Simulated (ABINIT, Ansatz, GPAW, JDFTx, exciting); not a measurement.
**Cost and result for the band gap of MgO**

The structure is cubic, space group Fm-3m (No. 225). The conventional cell has a = 4.194 Å, b = 4.194 Å, c = 4.194 Å, α = 90.00°, β = 90.00°, γ = 90.00°. Mg (site symmetry m-3m) is surrounded by 6 O at 2.10 Å. O (site symmetry m-3m) has 6 Mg at 2.10 Å as nearest neighbours.

```csv
rung,level,program and potentials,cutoff (eV),k mesh,task,core time,chip,band gap (eV),notes
GGA,PBE,"Ansatz, PAW datasets made for the crystal",360,8 × 8 × 8,single point,2.7 s,Intel Xeon Platinum 8488C Sapphire Rapids,4.86,4 valence electrons an atom on average
GGA,PBEsol,"ABINIT, JTH PAW PBE v2.0",626,4 × 4 × 4,single point,9.3 s,Arm Neoverse V1,4.75,coarse mesh; potentials made for PBE; 8 valence electrons an atom on average
GGA,PBEsol,"JDFTx, PseudoDojo-SR-PBEsol-0.4.1-standard",1143,11 × 11 × 11,band structure,12 s,Arm Neoverse V1,4.79,8 valence electrons an atom on average; from the band path
LDA,LDA,"Ansatz, all-electron LAPW, scalar-relativistic",-,8 × 8 × 8,phonons,18 s,Arm Neoverse V1,4.78,-
GGA,PBEsol,"GPAW, PAW data sets generated for this functional",800,9 × 9 × 9,band structure,20 s,Arm Neoverse V1,4.78,8 valence electrons an atom on average
GGA,PBE,"GPAW, GPAW PAW data sets (gpaw-data 1.2.1)",800,9 × 9 × 9,band structure,23 s,Arm Neoverse V1,4.89,8 valence electrons an atom on average
GGA,revPBE,"ABINIT, JTH PAW PBE v2.0",626,11 × 11 × 11,band structure,34 s,Arm Neoverse V2,4.95,potentials made for PBE; 8 valence electrons an atom on average
LDA,LDA,"ABINIT, PseudoDojo NC SR LDA v0.4.1 standard",1143,11 × 11 × 11,band structure,51 s,Arm Neoverse V2,4.82,8 valence electrons an atom on average
GGA,PBEsol,"ABINIT, PseudoDojo NC SR PBEsol v0.4.1 standard",1143,11 × 11 × 11,band structure,69 s,Arm Neoverse V2,4.79,8 valence electrons an atom on average
GGA,PBE,"exciting, all-electron LAPW+lo, shipped species files, valence relativity iora*",-,11 × 11 × 11,band structure,2.5 min,Arm Neoverse V2,4.87,-
```

Times are single runs on shared hosts and different chips, so they are rough; meshes, cutoffs and the tasks' sizes weigh on the time. All rows: no spin polarisation. Gaps are the least found on the k mesh or the band path, and a mesh can miss the band edges. Meshes differ between rows, which moves values too. All levels ran on this one cell, unrelaxed unless noted. Meshes are those of the run's cell of 2 atoms unless a note names another. Misses use the values as printed. Runs on faulty files, with rough fits or with known faults for this quantity aren't shown. No row holds spin-orbit coupling.

Measured: 7.83 eV (arxiv:0908.1581).

Q: Which of the timed runs without a coarse mesh or an atomic basis is the cheapest that comes within 0.3 eV of the measured band gap?

A: None of them does; the nearest misses by -2.88 eV. LDA and GGA gaps fall short mostly because these functionals lack the derivative discontinuity; the runs are for a static lattice, while measurements hold temperature and zero-point motion.

The gap hardly depends on the program or the treatment of the core: all-electron and pseudopotential LDA give 4.78 and 4.82 eV, so the large shortfall against experiment belongs to the semilocal description itself, and more computing time at this level won't remove it. MgO is strongly ionic, with a valence band edge of O 2p character and a dispersive conduction band minimum of mostly s character. Its weak electronic screening leaves a large nonlocal exchange contribution to the separation of these states, which a semilocal potential can't supply; screened hybrids or GW address this directly.

The choice of gradient correction matters far less. In GPAW, PBE gives 4.89 eV and PBEsol 4.78 eV on the same cell, so the difference isn't a volume effect. It probably reflects PBE's stronger gradient enhancement of exchange, which acts differently on the compact O 2p states and the diffuse conduction states. With each functional's own equilibrium volume this order could shrink or reverse, since PBE favours a larger cell and expansion narrows the gap.
